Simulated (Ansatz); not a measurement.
# Ge: the cost of one run

Method: DFT PBEsol, scalar-relativistic, plane waves, PAW, in Ansatz 0.2.0.

3 further runs of the same task are left out: 1 that didn't finish, 2 set aside as unsound or not needed.

### Step 1. The structure to begin with

Symmetry: P6_3/mmc, No. 194, hexagonal system. The conventional cell has a = 3.997 Å, b = 3.997 Å, c = 6.596 Å, α = 90.00°, β = 90.00°, γ = 120.00°. Around Ge (site symmetry 3m) lie 4 Ge at 2.45 to 2.47 Å.

Structure file:

```
CELL_PARAMETERS angstrom
3.99697 0.00000 0.00000
-1.99848 3.46148 0.00000
0.00000 0.00000 6.59637
ATOMIC_POSITIONS crystal
Ge 0.66667 0.33333 0.06291
Ge 0.33333 0.66667 0.56291
Ge 0.66667 0.33333 0.43709
Ge 0.33333 0.66667 0.93709
```

It goes back to an entry of the Materials Project, which need not be the stable form.

It is the result of an earlier relaxation at this level (volume 22.82 Å³/atom; gap on the mesh: none (metal)).

### Step 2. Cutting the slab

Planes are indexed in the bulk's conventional cell (P6_3/mmc (No. 194)), a = 3.997 Å, b = 3.997 Å, c = 6.596 Å, α = 90.00°, β = 90.00°, γ = 120.00°.

A (001) slab, 7.4 Å thick as cut, with 17 Å of vacuum; its outer planes are Ge (top) and Ge (bottom).

The slab as cut. Its planes from the bottom up:

```tsv
plane	atoms per cell	height over the lowest (Å)
1	Ge	0.00
2	Ge	0.83
3	Ge	3.30
4	Ge	4.13
5	Ge	6.60
6	Ge	7.43
```

### Step 3. The clean surface, relaxed

input.yaml

```yaml
crystal:
  lattice:
    - [3.9969678633, 0.0, 0.0]
    - [-1.9984839317, 3.4614757078, 0.0]
    - [0.0, 0.0, 24.4263442914]
  atoms:
    - { symbol: Ge, position: [0.3333333333, 0.6666666667, 0.3479849419] }
    - { symbol: Ge, position: [0.6666666667, 0.3333333333, 0.3819637946] }
    - { symbol: Ge, position: [0.6666666667, 0.3333333333, 0.4830105737] }
    - { symbol: Ge, position: [0.3333333333, 0.6666666667, 0.5169894263] }
    - { symbol: Ge, position: [0.3333333333, 0.6666666667, 0.6180362054] }
    - { symbol: Ge, position: [0.6666666667, 0.3333333333, 0.6520150581] }
basis:
  ecutwfc: 420
kpoints:
  mp_grid: { grid: [9, 9, 1] }
hamiltonian:
  xc: pbesol
scf:
  occupations: { method: gaussian, width: 0.1 }
output:
  forces: true
  eigenvalues: true
  write_density: true
  write_potential: true
  elf: true
  volumetric_format: npy
relax:
  adjacent_minimum: "off"
  f_tol: 0.03
  max_steps: 70
  constraints: [{ sites: [0, 1, 2] }]
efield:
  axis: 3
  dipole_correction: true
  ramp_width: 0.04
```

The run is started by

```console
$ ansatz run input.yaml --threads 2 --pin off --max-ram 5120MiB --backend cpu --events-out ev --progress --plain --runs-dir out
```

**Question.** How long does this run take on 2 threads of Intel Xeon at 2.70GHz, shared host, and how much memory does it need?

About 69 s, with a peak of 0.66 GiB.
